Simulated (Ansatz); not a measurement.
HfSi3O8 on the sites of polar orthorhombic HfO2 (relaxed group P2), relaxed with r2SCAN. The symmetry is P2 (No. 3, monoclinic); conventional cell a = 4.367 Å, b = 5.097 Å, c = 4.703 Å, β = 94.3°, 8.70 Å³ an atom. Around Hf lie 6 O at 1.99–2.20 Å; around Si lie 6 O at 1.80–1.86 Å; around Si lie 6 O at 1.71–1.95 Å; around Si lie 6 O at 1.70–1.88 Å; around O lie 2 Si at 1.71–1.80 Å and 1 Hf at 2.20 Å; around O lie 2 Si at 1.78–1.84 Å and 1 Hf at 2.02 Å; around O lie 3 Si at 1.86–1.95 Å; around O lie 2 Si at 1.70–1.79 Å and 1 Hf at 1.99 Å.

3 runs of the plane-wave code Ansatz on this cell differ in the functional (and in the settings that go with it). Levels are in eV from each run's valence top; v1 is the last filled band, c1 the first empty one.

Run A, mean stress -1.3 GPa (compression positive):

| point | v4 | v3 | v2 | v1 | c1 | c2 |
| --- | --- | --- | --- | --- | --- | --- |
| Γ | -0.56 | -0.46 | -0.15 | 0.00 | 7.70 | 8.50 |
| Z | -1.52 | -0.80 | -0.44 | -0.14 | 7.99 | 8.40 |
| D | -1.08 | -1.01 | -0.75 | -0.49 | 8.11 | 8.35 |

Run B, mean stress 0.0 GPa (compression positive):

| point | v4 | v3 | v2 | v1 | c1 | c2 |
| --- | --- | --- | --- | --- | --- | --- |
| Γ | -0.59 | -0.45 | -0.18 | 0.00 | 5.76 | 6.47 |
| Z | -1.48 | -0.77 | -0.44 | -0.14 | 5.96 | 6.31 |
| D | -1.01 | -0.98 | -0.73 | -0.47 | 6.06 | 6.27 |

Run C, mean stress -1.3 GPa (compression positive):

| point | v4 | v3 | v2 | v1 | c1 | c2 |
| --- | --- | --- | --- | --- | --- | --- |
| Γ | -0.57 | -0.46 | -0.16 | 0.00 | 6.93 | 7.72 |
| Z | -1.52 | -0.80 | -0.44 | -0.14 | 7.21 | 7.62 |
| D | -1.07 | -1.00 | -0.75 | -0.49 | 7.33 | 7.57 |

**Question.** Match the runs to r2SCAN, HSE06, PBE0.

**Answer.** A is PBE0, B is r2SCAN, C is HSE06. In order of the gap: r2SCAN 5.42, HSE06 6.61, PBE0 7.38 eV. The stress vanishes for r2SCAN, which relaxed the cell.

The cell comes from a prototype generator: it can be a known phase or a hypothetical one. Spin polarisation is off.

Spin-orbit coupling is left out, which matters wherever the heavy atoms make up the band edges.

The program warns that its thresholds are loose for a hybrid's stress.

The meshes of the hybrids are coarse, so their gaps aren't converged to the digits shown.
